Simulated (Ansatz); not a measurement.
# V in Ta(100), 2x2: scattering by a point defect

How strong a scatterer is V in Ta(100), 2x2, and does relaxation matter?

Calculated with Ansatz 0.2.0; Ansatz plane-wave DFT, PBE, PAW files, collinear spin; ballistic transport by layer matching (Landauer), zero bias; PAW set soft_1, in the first sound run; inputs show where later runs differ.

This is a report of a sequence of runs, with most program output left out.

## Step 1: The structure

The cell holds 72 atoms: 71 Ta and 1 V. Cell: a = 6.605 Å, b = 6.605 Å, c = 29.723 Å, α = 90.0°, β = 90.0°, γ = 90.0°. It derives from Ta. Regions: lead, 40 atoms (40 Ta); scattering region, 32 atoms (31 Ta and 1 V). The structure is stacked along c, and the current runs across the ab planes.

## Step 2: Transmission at ideal sites

The defect sits in one plane of the supercell, all atoms on ideal sites; the layers about the cell's end are the lead. The mesh across the current, 8×8, is finer than the density's, because channels open and close sharply across the zone. Energies from -0.1 to 0.1 eV in steps of 0.05 eV are too few for the program's thermal sum, so it prints no conductance; for a metal the transmission near the Fermi level serves, at a fraction of the cost.

input.yaml

```yaml
crystal:
  lattice:
    - [6.60512, 0.0, 0.0]
    - [0.0, 6.60512, 0.0]
    - [0.0, 0.0, 29.72304]
  atoms:
    - { symbol: Ta, position: [0.0, 0.0, 0.0277777778] }
    - { symbol: Ta, position: [0.0, 0.5, 0.0277777778] }
    - { symbol: Ta, position: [0.5, 0.0, 0.0277777778] }
    - { symbol: Ta, position: [0.5, 0.5, 0.0277777778] }
    - { symbol: Ta, position: [0.25, 0.25, 0.0833333333] }
    - { symbol: Ta, position: [0.25, 0.75, 0.0833333333] }
    - { symbol: Ta, position: [0.75, 0.25, 0.0833333333] }
    - { symbol: Ta, position: [0.75, 0.75, 0.0833333333] }
[... 60 atom lines left out ...]
    - { symbol: Ta, position: [0.25, 0.25, 0.9722222222] }
    - { symbol: Ta, position: [0.25, 0.75, 0.9722222222] }
    - { symbol: Ta, position: [0.75, 0.25, 0.9722222222] }
    - { symbol: Ta, position: [0.75, 0.75, 0.9722222222] }
magnetization:
  spin_polarized: true
kpoints:
  mp_grid: { grid: [4, 4, 1] }
hamiltonian:
  xc: pbe
  pseudopotentials: { kind: paw, azcp: { folder: soft_1 } }
scf:
  occupations: { method: fermi_dirac, width: 0.1 }
output:
  transmission: { leads: [[0, 4]], kmesh: [8, 8], e_range: [-0.1, 0.1], de: 0.05 }
  write_potential: true
  write_density: true
  volumetric_format: npy
  elf: true
```

The run is started by

```
ansatz run input.yaml --threads 8 --pin off --max-ram 15360MiB --backend cpu --events-out ev --progress --plain --runs-dir out
```

The job ended after 19 min (8 threads of Arm Neoverse V2, shared host; peak memory 12 GiB; 2.2 h of CPU time).

Numbers from this step:

```yaml
free_energy: -708173.0564 eV
energy_at_zero_smearing: -708171.4833 eV
fermi_energy: 18.43 eV
cell_area: 43.63 Å²
transmission_spin_up: 10.37
transmission_spin_down: 10.37
open_channels_spin_up: 10.48
open_channels_spin_down: 10.48
step_of_the_lead_s_potential: 0.4 meV
```

Per spin. Transmission, zone mean, T up = T down against energy, zero at the Fermi level:

```
energy (eV)  transmission, zone mean, T up = T down
    -0.1000                                    10.6
    -0.0500                                    10.2
     0.0000                                    10.4
     0.0500                                    9.74
     0.1000                                    9.23
```

Per spin. The open channels, zone mean, lead up = lead down by energy, zero at the Fermi level:

```
energy (eV)  open channels, zone mean, lead up = lead down
    -0.1000                                           10.8
    -0.0500                                           10.3
     0.0000                                           10.5
     0.0500                                           9.86
     0.1000                                           9.36
```

Transmission over k1 and k2. At 0.0000 eV from the Fermi level, spin up.

Ten even steps from '0' (4.0) to '9' (13.8):
```
20477740
44899984
57977797
67977797
57977797
44899984
20477740
02456542
```
Columns: k1 (b1) from -0.5 to 0.375; rows upwards: k2 (b2) from -0.5 to 0.375.

Open channels over k1 and k2. At 0.0000 eV from the Fermi level, spin up.

Ten even steps from '_' (4.0) to '@' (14.0):
```
::__++%%%%%%++__
==++@@@@@@@@@@++
**%%@@######@@%%
**%%@@######@@%%
**%%@@######@@%%
==++@@@@@@@@@@++
::__++%%%%%%++__
__::==******==::
```
Columns: k1 (b1) from -0.5 to 0.375; rows upwards: k2 (b2) from -0.5 to 0.375.

Transmission over k1 and k2. At 0.0000 eV from the Fermi level, spin down.

Ten even steps from '_' (4.0) to '@' (13.8):
```
::__==######==__
====%%@@@@@@%%==
++##@@######@@##
**##@@######@@##
++##@@######@@##
====%%@@@@@@%%==
::__==######==__
__::==++**++==::
```
Columns: k1 (b1) from -0.5 to 0.375; rows upwards: k2 (b2) from -0.5 to 0.375.

Open channels over k1 and k2. At 0.0000 eV from the Fermi level, spin down.

Ten even steps from '0' (4.0) to '9' (14.0):
```
20588850
45999995
68977798
68977798
68977798
45999995
20588850
02466642
```
Columns: k1 (b1) from -0.5 to 0.375; rows upwards: k2 (b2) from -0.5 to 0.375.

Electrostatic potential energy in the ca plane at fractional y = 0.250, with atoms of Ta and V within 0.2 Å of it. With pseudopotentials it is smooth inside the atoms' cores, unlike the true potential.

Ten even steps from '0' (-45 eV) to '9' (20 eV), each cell a mean:
```
99999999999999999999999999999999999999999999
99999877899999877899999877899999877899999877
99997434689997533689997533689998533589998533
89985101489985200479996200379996200379997300
89985100379985100379995100279996200269996200
89986312589996312589997312489997411479997411
99998656899998656799998756799998755799999755
99999989999999989999999988999999988999999988
99999999999999999999999999999999999999999999
99999999999999999999999999999999999999999999
99999877899999877899999888999999877899999877
99997434689997533689998544699998533589998533
89985101489985200479996333489996200379997300
89985100379985100379996333489996200269996200
89986312589996312589997433589997411479997411
99998656899998656799999766899998755799999755
99999989999999989999999999999999988999999988
99999999999999999999999999999999999999999999
```
Columns run along c (16.0 Å, from fractional 0.23 to 0.77 of the cell; values clipped at the 3rd and 97th percentile), rows up along a (6.6 Å). Atoms in or near the plane, at fractional coordinates: Ta at (0.31, 0.25), Ta at (0.31, 0.75), Ta at (0.42, 0.25), Ta at (0.42, 0.75), V at (0.53, 0.25), Ta at (0.53, 0.75), Ta at (0.64, 0.25), Ta at (0.64, 0.75), Ta at (0.75, 0.25), Ta at (0.75, 0.75).

Valence density in the ca plane at fractional y = 0.250, with atoms of Ta and V within 0.2 Å of it. It is the smooth field of the valence electrons, not physical close to the nuclei.

Ten steps, logarithmic in the rise over the least value, from '0' (0 e/Å³) to '9' (13 e/Å³), each cell a mean:
```
00000000000000000000000000000000000000000000
00001232100001232100001232100001232210001223
10013566410013566410002566410002566420002566
10015777620014777620014777630014677630003677
20025777620015777630014777630014777740014777
10014677520014677520013677520013677630003677
10002454210002454210001344310001344310001344
00000111000000111000000111000000111100000111
00000000000000000000000000000000000000000000
00000000000000000000000000000000000000000000
00001232100001232100000111000001232210001223
10013566410013566410001466300002566420002566
10015777620014777620003799610014677630003677
20025777620015777630003899720014777730004777
10014677520014677520002687510003677630003677
10002454210002454210000243200001344310001344
00000111000000111000000000000000111100000111
00000000000000000000000000000000000000000000
```
Columns run along c (16.0 Å, from fractional 0.23 to 0.77 of the cell), rows up along a (6.6 Å). Atoms in or near the plane, at fractional coordinates: Ta at (0.31, 0.25), Ta at (0.31, 0.75), Ta at (0.42, 0.25), Ta at (0.42, 0.75), V at (0.53, 0.25), Ta at (0.53, 0.75), Ta at (0.64, 0.25), Ta at (0.64, 0.75), Ta at (0.75, 0.25), Ta at (0.75, 0.75).

ELF in the ca plane at fractional y = 0.250, with atoms of Ta and V within 0.2 Å of it. It is the smooth field of the valence electrons, not physical close to the nuclei.

Ten even steps from '0' (0.14) to '9' (0.72), each cell a mean:
```
65565323565555322565555322455556422465456422
46642111146652111146652111136653111135653111
25522898415622798414632798514632699514631699
03316948713415957812414957912413956921413965
03306816812306815912405924921414924931413932
14414989614514989713523999813522999822522899
36631454236641355225641355225642355225652255
55554101355554101356554100255564200245554200
64466544664456544665456544665456544665456644
65565323565555322565456433565456422465456422
46642111146652111145652000145653111135653111
25522898415622798414630355215632699514631699
03316948713415957812511799503413956921413965
03306816812306815912401899602414924931413932
14414989614514989713520688404522999822522899
36631454236642355225641111025642355225652255
55554101355554101355554201355554200245554200
64466544664456544665456645664456544665456644
```
Columns run along c (16.0 Å, from fractional 0.23 to 0.77 of the cell), rows up along a (6.6 Å). Atoms in or near the plane, at fractional coordinates: Ta at (0.31, 0.25), Ta at (0.31, 0.75), Ta at (0.42, 0.25), Ta at (0.42, 0.75), V at (0.53, 0.25), Ta at (0.53, 0.75), Ta at (0.64, 0.25), Ta at (0.64, 0.75), Ta at (0.75, 0.25), Ta at (0.75, 0.75).

Nearest the Fermi level spin up passes 10.4 of 10.5 channels of the lower lead and spin down 10.4 of 10.5.

## Step 3: Resistance at ideal sites

This step: Ansatz plane-wave DFT, PBE, PAW files, collinear spin; ballistic transport by layer matching (Landauer), zero bias; area resistance of the defect plane and resistivity an atomic per cent; PAW set soft_1 (Ansatz 0.2.0).

This step gave:

```yaml
area_resistance: 0.005822 fΩ m²
t_over_the_leads_mean_channel_count: 0.9895
spin_asymmetry_gamma: -6.31e-5 (R down - R up) / (R down + R up)
resistivity_per_at_scaled_from_this_dense_plane_with_the_factor_3_over_4_for_isotropic_scattering: 0.1058 µΩ cm
```

Averaged over the energies near the Fermi level, 99.0 % of the channels pass, which makes 0.00582 fΩ m².

By hand, with means over the energies near the Fermi level: RA per spin = A (h/e²)(1/T − ½[1/N₁ + 1/N₂]); spin up: 43.63×10⁻²⁰ m² × 25 813 Ω × (1/10.11 − ½[1/10.21 + 1/10.21]) = 0.0116 fΩ m²; spin down: 43.63×10⁻²⁰ m² × 25 813 Ω × (1/10.11 − ½[1/10.21 + 1/10.21]) = 0.0116 fΩ m². The spins conduct in parallel, so 1/RA = 1/0.0116 + 1/0.0116 and RA = 0.00582 fΩ m²; γ = (0.0116 − 0.0116)/(0.0116 + 0.0116) = 0.

## Step 4: Relaxing the neighbours

The neighbours of the defect are let go while the lead's layers stay on their sites, since a lead must repeat to 0.01 Å.

This step: Ansatz plane-wave DFT, PBE, PAW files, collinear spin; relaxation with the lead's layers held; PAW set soft_1 (Ansatz 0.2.0).

Edit input.yaml of step 2 so:

```diff
@@ -87,7 +87,6 @@
   occupations: { method: fermi_dirac, width: 0.1 }
-output:
-  transmission: { leads: [[0, 4]], kmesh: [8, 8], e_range: [-0.1, 0.1], de: 0.05 }
-  write_potential: true
-  write_density: true
-  volumetric_format: npy
-  elf: true
+relax:
+  f_tol: 0.03
+  max_steps: 40
+  constraints:
+    - { sites: [0, 1, 2, 3, 4, 5, 6, 7, 8, 9, 10, 11, 12, 13, 14, 15, 16, 17, 18, 19, 52, 53, 54, 55, 56, 57, 58, 59, 60, 61, 62, 63, 64, 65, 66, 67, 68, 69, 70, 71] }
```

Run time: 22 min. Hardware: 8 threads; peak memory 9.2 GiB.

Relaxation path:

```
step  energy less that of the first step (eV)  largest force component (eV/Å)
   1                                   0.0000                          0.2606
   2                                   0.7847                          0.9743
   3                                  -0.0757                          0.0848
   4                                  -0.0828                          0.0215
```

Relaxation step 2 was tried and not accepted.

The atoms that moved most (Å):

```
atom      dx      dy      dz  length
Ta33   0.023   0.023   0.038   0.050
Ta34   0.023  -0.023   0.038   0.050
Ta35  -0.023   0.023   0.038   0.050
Ta36  -0.023  -0.023   0.038   0.050
Ta41   0.023   0.023  -0.029   0.044
Ta42   0.023  -0.023  -0.029   0.044
Ta43  -0.023   0.023  -0.029   0.044
Ta44  -0.023  -0.023  -0.029   0.044
```

This step gave:

```yaml
free_energy: -708173.1390 eV
energy_at_zero_smearing: -708171.5681 eV
```

The largest force component on a free atom ends at 0.022 eV/Å, under the tolerance of 0.03, after 4 steps.

## Step 5: Transmission after relaxation, relaxed yes

The transmission is solved again on the relaxed atoms.

This step: Ansatz plane-wave DFT, PBE, PAW files, collinear spin; ballistic transport by layer matching (Landauer), zero bias; PAW set soft_1 (Ansatz 0.2.0).

input.yaml

```yaml
crystal:
  lattice:
    - [6.60512, 0.0, 0.0]
    - [0.0, 6.60512, 0.0]
    - [0.0, 0.0, 29.72304]
  atoms:
    - { symbol: Ta, position: [0.0, 0.0, 0.0277777778] }
    - { symbol: Ta, position: [0.0, 0.5, 0.0277777778] }
    - { symbol: Ta, position: [0.5, 0.0, 0.0277777778] }
    - { symbol: Ta, position: [0.5, 0.5, 0.0277777778] }
    - { symbol: Ta, position: [0.25, 0.25, 0.0833333333] }
    - { symbol: Ta, position: [0.25, 0.75, 0.0833333333] }
    - { symbol: Ta, position: [0.75, 0.25, 0.0833333333] }
    - { symbol: Ta, position: [0.75, 0.75, 0.0833333333] }
[... 60 atom lines left out ...]
    - { symbol: Ta, position: [0.25, 0.25, 0.9722222222] }
    - { symbol: Ta, position: [0.25, 0.75, 0.9722222222] }
    - { symbol: Ta, position: [0.75, 0.25, 0.9722222222] }
    - { symbol: Ta, position: [0.75, 0.75, 0.9722222222] }
magnetization:
  spin_polarized: true
kpoints:
  mp_grid: { grid: [4, 4, 1] }
hamiltonian:
  xc: pbe
  pseudopotentials: { kind: paw, azcp: { folder: soft_1 } }
scf:
  occupations: { method: fermi_dirac, width: 0.1 }
output:
  transmission: { leads: [[0, 4]], kmesh: [8, 8], e_range: [-0.05, 0.05], de: 0.05 }
  write_potential: true
  write_density: true
  volumetric_format: npy
```

Elapsed: 15 min, on 8 threads; peak memory 9.1 GiB; 1.7 h of CPU time.

Numbers from this step:

```yaml
free_energy: -708173.1392 eV
energy_at_zero_smearing: -708171.5683 eV
transmission_spin_up: 9.973
transmission_spin_down: 9.973
step_of_the_lead_s_potential: 1 meV
```

Per spin. The transmission, zone mean, T up = T down by energy, zero at the Fermi level:

```
energy (eV)  transmission, zone mean, T up = T down
    -0.0500                                    9.96
     0.0000                                    9.97
     0.0500                                    9.43
```

Nearest the Fermi level spin up passes 9.97 of 10.5 channels of the lower lead and spin down 9.97 of 10.5.

## Step 6: Resistance after relaxation

This step: Ansatz plane-wave DFT, PBE, PAW files, collinear spin; ballistic transport by layer matching (Landauer), zero bias; area resistance of the defect plane and resistivity an atomic per cent; PAW set soft_1 (Ansatz 0.2.0).

Numbers from this step:

```yaml
area_resistance: 0.02396 fΩ m²
t_over_the_leads_mean_channel_count: 0.9583
spin_asymmetry_gamma: 4.09e-6 (R down - R up) / (R down + R up)
resistivity_per_at_scaled_from_this_dense_plane_with_the_factor_3_over_4_for_isotropic_scattering: 0.4353 µΩ cm
```

Averaged over the energies near the Fermi level, 95.8 % of the channels pass, which makes 0.0240 fΩ m², against 0.00582 on ideal sites.

## Step 7: Outcome

| Item | Value |
| --- | --- |
| share of channels that pass, rigid | 0.990 |
| area resistance, rigid | 0.00582 fΩ m² |
| resistivity per at.% from the area resistance, times 3/4, rigid | 0.106 µΩ cm |
| share of channels that pass, relaxed | 0.958 |
| area resistance, relaxed | 0.0240 fΩ m² |
| resistivity per at.% from the area resistance, times 3/4, relaxed | 0.435 µΩ cm |

The plane of defects adds 0.024 fΩ m². Scaled to one atomic per cent that is 0.58 µΩ cm as it stands and 0.44 with the factor 3/4 for isotropic scattering on a spherical Fermi surface. These are rough estimates of the dilute value, not bounds. One V in each 2x2 cell reflects 4.2 % of the lead's channels. The relaxed cell differs by 312 % in resistance; between the two runs the lead's own channel count goes from 20.4 to 20.4, so the change comes from the moved atoms. The run was started with a moment but lost it, so both spins scatter alike. The defects form a dense periodic sheet that scatters coherently, unlike a dilute random alloy. T and N are means over the solved energies nearest the Fermi level. Spin-orbit coupling is left out, which matters for Ta. One magnetic start was tried, and the two spins conduct in parallel without mixing.

[Logs are printed without paths, hosts, clocks, repeated set-up lines and the standing remarks that a program may print on its own settings, such as how far it seeks lower states.]

[Hosts, paths, dates, database ids (printed as entryN), source tags and the programs' standing remarks are cut or masked in the printed files.]
